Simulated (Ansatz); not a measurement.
# W/SiC/TaN: conductance against the thickness of the layer, part 2 of 3

Wanted: T(E), the conductance and its decay constant for W/SiC/TaN. The lower electrode is W bcc(001), the upper one TaN rock salt(001); the barrier is SiC zinc blende(001) (C and C faces). In the first transport cell, after relaxation, the nearest pair of electrode and barrier is W–C at 2.39 Å, at a slant, at the lower face and Ta–C at 2.19 Å, at a slant, at the upper one. All share a net of side 3.134 Å, which strains the lower electrode by -1.1 %, the upper one by +0.3 % and the barrier by +1.2 %, against typed lattice constants near PBE's. The first steps treat the bulk electrodes alone.

Ansatz 0.2.0; PBE DFT, plane waves, PAW files (the session's first sound run).

So far, transmission at the Fermi level (a spin, zone mean): step 5 (T(E) of the junction) 0.00555. Also channels of the lower lead: step 5 1.32.

### 6. Conductance on a fine mesh, atomic planes in the barrier 5, gap between the electrodes 7.23 Å

System of this step: W/SiC/TaN. The cell holds 40 atoms: 11 W, 3 C, 2 Si, 12 N and 12 Ta. Cell: a = 3.134 Å, b = 3.134 Å, c = 61.728 Å, α = 90.0°, β = 90.0°, γ = 90.0°. Regions: left electrode, 11 atoms (11 W); barrier, 5 atoms (3 C and 2 Si); right electrode, 24 atoms (12 N and 12 Ta). Vacuum lies along c.

The conductance needs T(E) within ten thermal energies of the Fermi level, on steps under 1.5 kT, and a finer mesh (26×26), since the current can rest on few wavevectors.

input.yaml reads:

```yaml
crystal:
  lattice:
    - [3.134, 0.0, 0.0]
    - [0.0, 3.134, 0.0]
    - [0.0, 0.0, 61.7281762257]
  atoms:
    - { symbol: W, position: [0.0, 0.0, 0.113400402] }
    - { symbol: W, position: [0.5, 0.5, 0.1395197124] }
    - { symbol: W, position: [0.0, 0.0, 0.1656390227] }
    - { symbol: W, position: [0.5, 0.5, 0.191758333] }
    - { symbol: W, position: [0.0, 0.0, 0.2178776434] }
    - { symbol: W, position: [0.5, 0.5, 0.2439969537] }
    - { symbol: W, position: [0.0, 0.0, 0.2701162641] }
    - { symbol: W, position: [0.5, 0.5, 0.2962355744] }
    - { symbol: W, position: [0.0, 0.0, 0.3223548847] }
    - { symbol: W, position: [0.5, 0.5, 0.3484741951] }
    - { symbol: W, position: [0.0, 0.0, 0.3745594989] }
    - { symbol: C, position: [0.5, 0.5, 0.3890995718] }
    - { symbol: Si, position: [0.5, 0.0, 0.4095834223] }
    - { symbol: C, position: [0.0, 0.0, 0.4273467002] }
    - { symbol: Si, position: [0.0, 0.5, 0.4455631883] }
    - { symbol: C, position: [0.5, 0.5, 0.4622773368] }
    - { symbol: "N", position: [0.0, 0.5, 0.4965418065] }
    - { symbol: Ta, position: [0.5, 0.0, 0.4869755982] }
    - { symbol: "N", position: [0.5, 0.0, 0.5290616898] }
    - { symbol: Ta, position: [0.0, 0.5, 0.5290616898] }
    - { symbol: "N", position: [0.0, 0.5, 0.5648154806] }
    - { symbol: Ta, position: [0.5, 0.0, 0.5648154806] }
    - { symbol: "N", position: [0.5, 0.0, 0.6005692714] }
    - { symbol: Ta, position: [0.0, 0.5, 0.6005692714] }
    - { symbol: "N", position: [0.0, 0.5, 0.6363230622] }
    - { symbol: Ta, position: [0.5, 0.0, 0.6363230622] }
    - { symbol: "N", position: [0.5, 0.0, 0.672076853] }
    - { symbol: Ta, position: [0.0, 0.5, 0.672076853] }
    - { symbol: "N", position: [0.0, 0.5, 0.7078306439] }
    - { symbol: Ta, position: [0.5, 0.0, 0.7078306439] }
    - { symbol: "N", position: [0.5, 0.0, 0.7435844347] }
    - { symbol: Ta, position: [0.0, 0.5, 0.7435844347] }
    - { symbol: "N", position: [0.0, 0.5, 0.7793382255] }
    - { symbol: Ta, position: [0.5, 0.0, 0.7793382255] }
    - { symbol: "N", position: [0.5, 0.0, 0.8150920163] }
    - { symbol: Ta, position: [0.0, 0.5, 0.8150920163] }
    - { symbol: "N", position: [0.0, 0.5, 0.8508458072] }
    - { symbol: Ta, position: [0.5, 0.0, 0.8508458072] }
    - { symbol: "N", position: [0.5, 0.0, 0.886599598] }
    - { symbol: Ta, position: [0.0, 0.5, 0.886599598] }
kpoints:
  mp_grid: { grid: [10, 10, 1] }
scf:
  occupations: { method: fermi_dirac, width: 0.1 }
  max_iter: 150
hamiltonian:
  xc: pbe
output:
  transmission:
    kmesh: [26, 26]
    e_range: [-0.26, 0.27]
    de: 0.0375
    leads: [[4, 5], [28, 30]]
```

The run is started by

```sh
ansatz run input.yaml --threads 4 --pin off --max-ram 12288MiB --backend cpu --events-out ev --progress --plain --runs-dir out
```

Elapsed: 11 min, on 4 threads of Arm Neoverse V1, shared host; peak memory 5.3 GiB.

Numbers from this step:

| Quantity | Value |
| --- | --- |
| free energy | -240066.9631 eV |
| Fermi energy | 15.66 eV |
| transmission at the Fermi level (a spin, zone mean) | 0.03553 |
| channels of the lower lead | 1.210 |
| channels of the upper lead | 1.828 |
| potential step in the lower lead | 56.9 meV |
| ballistic conductance of the lower lead | 9.48e14 S/m² |
| potential step in the upper lead | 9.6 meV |
| ballistic conductance of the upper lead | 1.46e15 S/m² |
| junction conductance | 2.96e13 S/m² |
| error estimates by source, in the log's order | 1.1, 3.6, 43.1, 84.4, 16.2 % |
| resistance-area product beyond the leads | 0.03291 Ω um² |

One spin. Table of transmission, zone mean by energy, zero at the Fermi level:

| energy (eV) | transmission, zone mean |
| --- | --- |
| -0.260 | 0.0368 |
| -0.223 | 0.0378 |
| -0.185 | 0.0341 |
| -0.147 | 0.0345 |
| -0.110 | 0.0320 |
| -0.072 | 0.0307 |
| -0.035 | 0.0349 |
| 0.003 | 0.0355 |
| 0.040 | 0.0406 |
| 0.077 | 0.0522 |
| 0.115 | 0.0522 |
| 0.152 | 0.0522 |
| 0.190 | 0.0508 |
| 0.228 | 0.0436 |
| 0.265 | 0.0409 |

One spin. Table of open channels, zone mean by energy, zero at the Fermi level:

| energy (eV) | lower lead | upper lead |
| --- | --- | --- |
| -0.260 | 1.09 | 1.79 |
| -0.223 | 1.14 | 1.87 |
| -0.185 | 1.14 | 1.88 |
| -0.147 | 1.12 | 1.86 |
| -0.110 | 1.13 | 1.84 |
| -0.072 | 1.16 | 1.85 |
| -0.035 | 1.18 | 1.84 |
| 0.003 | 1.21 | 1.83 |
| 0.040 | 1.23 | 1.90 |
| 0.077 | 1.26 | 1.86 |
| 0.115 | 1.22 | 1.86 |
| 0.152 | 1.25 | 1.91 |
| 0.190 | 1.33 | 1.93 |
| 0.228 | 1.36 | 1.94 |
| 0.265 | 1.43 | 1.95 |

Transmission over k1 and k2. At 0.0025 eV from the Fermi level.

Ten even steps from '0' (0.000) to '9' (0.853):
```
00000000000000000000000000
00000000000000000000000000
00000000000000000000000000
00000000000000000000000000
00000000000000000000000000
00000000000021200000000000
00000000005090905000000000
00000000010210120100000000
00000010073000003700100000
00000000450000000540000000
00000000800000000080000000
00000000000000000000000000
00000030000000000000300000
00000000000000000000000000
00000000800000000080000000
00000000450000000540000000
00000010073000003700100000
00000000010210120100000000
00000000005090905000000000
00000000000021200000000000
00000000000000000000000000
00000000000000000000000000
00000000000000000000000000
00000000000000000000000000
00000000000000000000000000
00000000000000000000000000
```
Columns: k1 (b1) from -0.5 to 0.462; rows upwards: k2 (b2) from -0.5 to 0.462.

G = 3.0e13 S/m² (1/G = 0.0338 Ω µm²). The largest error estimate is 84 %, from the leads' potential steps. In the worse lead the potential repeats within 57 meV, which the program flags as too much for a lead, so G carries that doubt. By hand, Landauer's formula with T at one energy: G = (e²/h) ΣT / A = 3.874e-5 S × 0.0711 / 9.822 Å² = 2.8e13 S/m², with T summed over both spins. The printed value averages T over the Fermi window and is 1.1 times this.

### 7. Conductance on a fine mesh, atomic planes in the barrier 7, gap between the electrodes 9.4 Å

System of this step: W/SiC/TaN. The cell holds 42 atoms: 11 W, 4 C, 3 Si, 12 N and 12 Ta. Cell: a = 3.134 Å, b = 3.134 Å, c = 63.891 Å, α = 90.0°, β = 90.0°, γ = 90.0°. Regions: left electrode, 11 atoms (11 W); barrier, 7 atoms (4 C and 3 Si); right electrode, 24 atoms (12 N and 12 Ta). Vacuum lies along c.

Barrier layers are added or taken out in the middle, and the relaxed faces stay.

input.yaml reads:

```yaml
crystal:
  lattice:
    - [3.134, 0.0, 0.0]
    - [0.0, 3.134, 0.0]
    - [0.0, 0.0, 63.8914317184]
  atoms:
    - { symbol: W, position: [0.0, 0.0, 0.1095608568] }
    - { symbol: W, position: [0.5, 0.5, 0.1347958116] }
    - { symbol: W, position: [0.0, 0.0, 0.1600307664] }
    - { symbol: W, position: [0.5, 0.5, 0.1852657212] }
    - { symbol: W, position: [0.0, 0.0, 0.210500676] }
    - { symbol: W, position: [0.5, 0.5, 0.2357356308] }
    - { symbol: W, position: [0.0, 0.0, 0.2609705856] }
    - { symbol: W, position: [0.5, 0.5, 0.2862055404] }
    - { symbol: W, position: [0.0, 0.0, 0.3114404952] }
    - { symbol: W, position: [0.5, 0.5, 0.33667545] }
    - { symbol: W, position: [0.0, 0.0, 0.3618775497] }
    - { symbol: C, position: [0.5, 0.5, 0.3759253204] }
    - { symbol: Si, position: [0.5, 0.0, 0.3957156224] }
    - { symbol: C, position: [0.0, 0.0, 0.4128774659] }
    - { symbol: Si, position: [0.0, 0.5, 0.4302764989] }
    - { symbol: C, position: [0.5, 0.5, 0.4468270898] }
    - { symbol: Si, position: [0.5, 0.0, 0.4643354782] }
    - { symbol: C, position: [0.0, 0.0, 0.480483714] }
    - { symbol: "N", position: [0.5, 0.0, 0.5135880469] }
    - { symbol: Ta, position: [0.0, 0.5, 0.5043457341] }
    - { symbol: "N", position: [0.0, 0.5, 0.545006862] }
    - { symbol: Ta, position: [0.5, 0.0, 0.545006862] }
    - { symbol: "N", position: [0.5, 0.0, 0.5795500902] }
    - { symbol: Ta, position: [0.0, 0.5, 0.5795500902] }
    - { symbol: "N", position: [0.0, 0.5, 0.6140933183] }
    - { symbol: Ta, position: [0.5, 0.0, 0.6140933183] }
    - { symbol: "N", position: [0.5, 0.0, 0.6486365464] }
    - { symbol: Ta, position: [0.0, 0.5, 0.6486365464] }
    - { symbol: "N", position: [0.0, 0.5, 0.6831797745] }
    - { symbol: Ta, position: [0.5, 0.0, 0.6831797745] }
    - { symbol: "N", position: [0.5, 0.0, 0.7177230026] }
    - { symbol: Ta, position: [0.0, 0.5, 0.7177230026] }
    - { symbol: "N", position: [0.0, 0.5, 0.7522662307] }
    - { symbol: Ta, position: [0.5, 0.0, 0.7522662307] }
    - { symbol: "N", position: [0.5, 0.0, 0.7868094589] }
    - { symbol: Ta, position: [0.0, 0.5, 0.7868094589] }
    - { symbol: "N", position: [0.0, 0.5, 0.821352687] }
    - { symbol: Ta, position: [0.5, 0.0, 0.821352687] }
    - { symbol: "N", position: [0.5, 0.0, 0.8558959151] }
    - { symbol: Ta, position: [0.0, 0.5, 0.8558959151] }
    - { symbol: "N", position: [0.0, 0.5, 0.8904391432] }
    - { symbol: Ta, position: [0.5, 0.0, 0.8904391432] }
kpoints:
  mp_grid: { grid: [10, 10, 1] }
scf:
  occupations: { method: fermi_dirac, width: 0.1 }
  max_iter: 150
hamiltonian:
  xc: pbe
output:
  transmission:
    kmesh: [26, 26]
    e_range: [-0.26, 0.27]
    de: 0.0375
    leads: [[4, 5], [30, 32]]
```

Wall time 14 min (4 threads); peak memory 5.6 GiB; 43 min of CPU time.

This step gave:

```yaml
free_energy: -240954.0208 eV
fermi_energy: 15.47 eV
transmission_at_the_fermi_level_a_spin_zone_mean: 0.02507
potential_step_in_the_lower_lead: 57.2 meV
potential_step_in_the_upper_lead: 9.2 meV
junction_conductance: 2.01e13 S/m²
error_estimates_by_source_in_the_log_s_order: 1, 0.8, 49.8, 72.8, 12.3 %
resistance_area_product_beyond_the_leads: 0.04895 Ω um²
```

One spin. The transmission, zone mean by energy, zero at the Fermi level:

| energy (eV) | transmission, zone mean |
| --- | --- |
| -0.260 | 0.0162 |
| -0.223 | 0.0182 |
| -0.185 | 0.0159 |
| -0.147 | 0.0187 |
| -0.110 | 0.0224 |
| -0.072 | 0.0221 |
| -0.035 | 0.0217 |
| 0.003 | 0.0251 |
| 0.040 | 0.0311 |
| 0.077 | 0.0295 |
| 0.115 | 0.0316 |
| 0.152 | 0.0327 |
| 0.190 | 0.0334 |
| 0.228 | 0.0231 |
| 0.265 | 0.0235 |

One spin. Table of open channels, zone mean by energy, zero at the Fermi level:

(Unchanged from step 6.)

Transmission over k1 and k2. At 0.0025 eV from the Fermi level; zeros and values more than six decades under the largest are shown at that floor.

log10 of the mean of each cell; the least values stand at a floor. Values, 12 rows by 16 columns:
```
-3.4 -3.2 -6.2 -6.2 -6.2 -6.2 -3.2 -2.7 -2.7 -2.8 -3.9 -6.2 -6.2 -6.2 -3.8 -3.1
-6.2 -6.2 -6.2 -6.2 -6.2 -6.2 -3.0 -2.4 -2.6 -2.5 -6.2 -6.2 -6.2 -6.2 -6.2 -6.2
-6.2 -6.2 -6.2 -6.2 -6.2 -2.0 -1.7 -1.1 -1.2 -1.4 -1.7 -2.8 -6.2 -6.2 -6.2 -6.2
-6.2 -6.2 -6.2 -4.0 -3.4 -1.7 -0.8 -0.4 -0.8 -0.6 -1.1 -2.3 -3.6 -6.2 -6.2 -6.2
-2.9 -3.4 -3.4 -2.1 -1.7 -0.7 -0.9 -1.1 -1.3 -1.1 -0.7 -1.0 -1.8 -3.5 -4.0 -2.9
-2.7 -2.6 -2.8 -1.8 -1.6 -1.4 -1.9 -2.2 -2.2 -2.1 -1.9 -1.3 -1.5 -3.0 -2.7 -2.8
-2.5 -2.9 -2.7 -2.5 -1.7 -0.9 -1.5 -1.8 -1.7 -1.8 -1.2 -1.0 -2.1 -2.9 -2.9 -2.8
-3.7 -4.0 -6.2 -2.3 -2.0 -0.9 -0.6 -0.6 -0.9 -0.7 -0.6 -1.5 -1.9 -6.2 -6.2 -3.5
-6.2 -6.2 -6.2 -6.2 -4.2 -1.9 -1.3 -0.6 -0.8 -0.8 -1.6 -2.6 -6.2 -6.2 -6.2 -6.2
-6.2 -6.2 -6.2 -6.2 -6.2 -2.4 -2.1 -2.0 -1.9 -2.1 -2.1 -3.2 -6.2 -6.2 -6.2 -6.2
-3.7 -3.6 -6.2 -6.2 -6.2 -6.2 -3.5 -2.6 -2.5 -2.8 -6.2 -6.2 -6.2 -6.2 -4.2 -3.5
-3.5 -3.2 -6.2 -6.2 -6.2 -6.2 -2.9 -2.5 -2.8 -2.6 -3.3 -6.2 -6.2 -6.2 -3.8 -3.2
```
Columns: k1 (b1) from -0.5 to 0.462; rows upwards: k2 (b2) from -0.5 to 0.462.

G = 2.0e13 S/m² (1/G = 0.0498 Ω µm²), 0.68 times the step before of this kind, a change inside the error estimates. The largest error estimate is 73 %, from the leads' potential steps. In the worse lead the potential repeats within 57 meV, which the program flags as too much for a lead, so G carries that doubt.

### 8. Conductance, 44 atoms

System of this step: W/SiC/TaN. The cell holds 44 atoms: 11 W, 5 C, 4 Si, 12 N and 12 Ta. Its edges and angles: a = 3.134 Å, b = 3.134 Å, c = 66.055 Å, α = 90.0°, β = 90.0°, γ = 90.0°. Regions: left electrode, 11 atoms (11 W); barrier, 9 atoms (5 C and 4 Si); right electrode, 24 atoms (12 N and 12 Ta). Vacuum lies along c.

input.yaml reads:

```yaml
crystal:
  lattice:
    - [3.134, 0.0, 0.0]
    - [0.0, 3.134, 0.0]
    - [0.0, 0.0, 66.0546872111]
  atoms:
    - { symbol: W, position: [0.0, 0.0, 0.1059727976] }
    - { symbol: W, position: [0.5, 0.5, 0.1303813212] }
    - { symbol: W, position: [0.0, 0.0, 0.1547898448] }
    - { symbol: W, position: [0.5, 0.5, 0.1791983684] }
    - { symbol: W, position: [0.0, 0.0, 0.203606892] }
    - { symbol: W, position: [0.5, 0.5, 0.2280154156] }
    - { symbol: W, position: [0.0, 0.0, 0.2524239392] }
    - { symbol: W, position: [0.5, 0.5, 0.2768324628] }
    - { symbol: W, position: [0.0, 0.0, 0.3012409864] }
    - { symbol: W, position: [0.5, 0.5, 0.32564951] }
    - { symbol: W, position: [0.0, 0.0, 0.3500262545] }
    - { symbol: C, position: [0.5, 0.5, 0.3636139682] }
    - { symbol: Si, position: [0.5, 0.0, 0.3827561486] }
    - { symbol: C, position: [0.0, 0.0, 0.3993559508] }
    - { symbol: Si, position: [0.0, 0.5, 0.4161851749] }
    - { symbol: C, position: [0.5, 0.5, 0.4321003312] }
    - { symbol: Si, position: [0.5, 0.0, 0.4489346373] }
    - { symbol: C, position: [0.0, 0.0, 0.4649432052] }
    - { symbol: Si, position: [0.0, 0.5, 0.4818782033] }
    - { symbol: C, position: [0.5, 0.5, 0.497497593] }
    - { symbol: "N", position: [0.0, 0.5, 0.5295177768] }
    - { symbol: Ta, position: [0.5, 0.0, 0.5205781448] }
    - { symbol: "N", position: [0.5, 0.0, 0.5599076427] }
    - { symbol: Ta, position: [0.0, 0.5, 0.5599076427] }
    - { symbol: "N", position: [0.0, 0.5, 0.5933195987] }
    - { symbol: Ta, position: [0.5, 0.0, 0.5933195987] }
    - { symbol: "N", position: [0.5, 0.0, 0.6267315546] }
    - { symbol: Ta, position: [0.0, 0.5, 0.6267315546] }
    - { symbol: "N", position: [0.0, 0.5, 0.6601435106] }
    - { symbol: Ta, position: [0.5, 0.0, 0.6601435106] }
    - { symbol: "N", position: [0.5, 0.0, 0.6935554666] }
    - { symbol: Ta, position: [0.0, 0.5, 0.6935554666] }
    - { symbol: "N", position: [0.0, 0.5, 0.7269674225] }
    - { symbol: Ta, position: [0.5, 0.0, 0.7269674225] }
    - { symbol: "N", position: [0.5, 0.0, 0.7603793785] }
    - { symbol: Ta, position: [0.0, 0.5, 0.7603793785] }
    - { symbol: "N", position: [0.0, 0.5, 0.7937913345] }
    - { symbol: Ta, position: [0.5, 0.0, 0.7937913345] }
    - { symbol: "N", position: [0.5, 0.0, 0.8272032904] }
    - { symbol: Ta, position: [0.0, 0.5, 0.8272032904] }
    - { symbol: "N", position: [0.0, 0.5, 0.8606152464] }
    - { symbol: Ta, position: [0.5, 0.0, 0.8606152464] }
    - { symbol: "N", position: [0.5, 0.0, 0.8940272024] }
    - { symbol: Ta, position: [0.0, 0.5, 0.8940272024] }
kpoints:
  mp_grid: { grid: [10, 10, 1] }
scf:
  occupations: { method: fermi_dirac, width: 0.1 }
  max_iter: 150
hamiltonian:
  xc: pbe
output:
  transmission:
    kmesh: [26, 26]
    e_range: [-0.26, 0.27]
    de: 0.0375
    leads: [[4, 5], [32, 34]]
```

Run time: 13 min. Hardware: 4 threads; peak memory 5.9 GiB; 45 min of CPU time.

G = 3.1e12 S/m² (1/G = 0.327 Ω µm²), 0.15 times the step before of this kind. The largest error estimate is 94 %, from the leads' potential steps. In the worse lead the potential repeats within 57 meV, which the program flags as too much for a lead, so G carries that doubt.

### 9. Conductance, atomic planes in the barrier 11, gap between the electrodes 13.72 Å

System of this step: W/SiC/TaN. The cell holds 46 atoms: 11 W, 6 C, 5 Si, 12 N and 12 Ta. Its edges and angles: a = 3.134 Å, b = 3.134 Å, c = 68.218 Å, α = 90.0°, β = 90.0°, γ = 90.0°. Regions: left electrode, 11 atoms (11 W); barrier, 11 atoms (6 C and 5 Si); right electrode, 24 atoms (12 N and 12 Ta). Vacuum lies along c.

input.yaml reads:

```yaml
crystal:
  lattice:
    - [3.134, 0.0, 0.0]
    - [0.0, 3.134, 0.0]
    - [0.0, 0.0, 68.2179427037]
  atoms:
    - { symbol: W, position: [0.0, 0.0, 0.1026123] }
    - { symbol: W, position: [0.5, 0.5, 0.1262468062] }
    - { symbol: W, position: [0.0, 0.0, 0.1498813124] }
    - { symbol: W, position: [0.5, 0.5, 0.1735158186] }
    - { symbol: W, position: [0.0, 0.0, 0.1971503249] }
    - { symbol: W, position: [0.5, 0.5, 0.2207848311] }
    - { symbol: W, position: [0.0, 0.0, 0.2444193373] }
    - { symbol: W, position: [0.5, 0.5, 0.2680538436] }
    - { symbol: W, position: [0.0, 0.0, 0.2916883498] }
    - { symbol: W, position: [0.5, 0.5, 0.315322856] }
    - { symbol: W, position: [0.0, 0.0, 0.3389265909] }
    - { symbol: C, position: [0.5, 0.5, 0.3520834253] }
    - { symbol: Si, position: [0.5, 0.0, 0.370618589] }
    - { symbol: C, position: [0.0, 0.0, 0.3866919959] }
    - { symbol: Si, position: [0.0, 0.5, 0.4029875493] }
    - { symbol: C, position: [0.5, 0.5, 0.418398021] }
    - { symbol: Si, position: [0.5, 0.0, 0.4346984953] }
    - { symbol: C, position: [0.0, 0.0, 0.4501089669] }
    - { symbol: Si, position: [0.0, 0.5, 0.4664094412] }
    - { symbol: C, position: [0.5, 0.5, 0.4819103623] }
    - { symbol: Si, position: [0.5, 0.0, 0.4983083356] }
    - { symbol: C, position: [0.0, 0.0, 0.5134324197] }
    - { symbol: "N", position: [0.5, 0.0, 0.5444372132] }
    - { symbol: Ta, position: [0.0, 0.5, 0.5357810654] }
    - { symbol: "N", position: [0.0, 0.5, 0.5738633876] }
    - { symbol: Ta, position: [0.5, 0.0, 0.5738633876] }
    - { symbol: "N", position: [0.5, 0.0, 0.6062158189] }
    - { symbol: Ta, position: [0.0, 0.5, 0.6062158189] }
    - { symbol: "N", position: [0.0, 0.5, 0.6385682501] }
    - { symbol: Ta, position: [0.5, 0.0, 0.6385682501] }
    - { symbol: "N", position: [0.5, 0.0, 0.6709206814] }
    - { symbol: Ta, position: [0.0, 0.5, 0.6709206814] }
    - { symbol: "N", position: [0.0, 0.5, 0.7032731126] }
    - { symbol: Ta, position: [0.5, 0.0, 0.7032731126] }
    - { symbol: "N", position: [0.5, 0.0, 0.7356255438] }
    - { symbol: Ta, position: [0.0, 0.5, 0.7356255438] }
    - { symbol: "N", position: [0.0, 0.5, 0.7679779751] }
    - { symbol: Ta, position: [0.5, 0.0, 0.7679779751] }
    - { symbol: "N", position: [0.5, 0.0, 0.8003304063] }
    - { symbol: Ta, position: [0.0, 0.5, 0.8003304063] }
    - { symbol: "N", position: [0.0, 0.5, 0.8326828376] }
    - { symbol: Ta, position: [0.5, 0.0, 0.8326828376] }
    - { symbol: "N", position: [0.5, 0.0, 0.8650352688] }
    - { symbol: Ta, position: [0.0, 0.5, 0.8650352688] }
    - { symbol: "N", position: [0.0, 0.5, 0.8973877] }
    - { symbol: Ta, position: [0.5, 0.0, 0.8973877] }
kpoints:
  mp_grid: { grid: [10, 10, 1] }
scf:
  occupations: { method: fermi_dirac, width: 0.1 }
  max_iter: 150
hamiltonian:
  xc: pbe
output:
  transmission:
    kmesh: [26, 26]
    e_range: [-0.26, 0.27]
    de: 0.0375
    leads: [[4, 5], [34, 36]]
```

Run time: 16 min. Hardware: 4 threads; peak memory 6.1 GiB; 50 min of CPU time.

One spin. The transmission, zone mean by energy, zero at the Fermi level:

| energy (eV) | transmission, zone mean |
| --- | --- |
| -0.260 | 0.00213 |
| -0.223 | 0.00183 |
| -0.185 | 0.00165 |
| -0.147 | 0.00163 |
| -0.110 | 0.00130 |
| -0.072 | 0.00102 |
| -0.035 | 9.7e-4 |
| 0.003 | 8.1e-4 |
| 0.040 | 6.9e-4 |
| 0.077 | 0.00102 |
| 0.115 | 0.00108 |
| 0.152 | 7.3e-4 |
| 0.190 | 8.1e-4 |
| 0.228 | 8.1e-4 |
| 0.265 | 6.6e-4 |

G = 7.6e11 S/m² (1/G = 1.31 Ω µm²), 0.25 times the step before of this kind. The largest error estimate is 112 %, from the leads' potential steps. In the worse lead the potential repeats within 57 meV, which the program flags as too much for a lead, so G carries that doubt.

(Part 2 of 3 ends here.)

[Logs are printed without paths, hosts, clocks, repeated set-up lines and the standing remarks that a program may print on its own settings, such as how far it seeks lower states.]

[Hosts, paths, dates, database ids (printed as entryN), source tags and the programs' standing remarks are cut or masked in the printed files.]
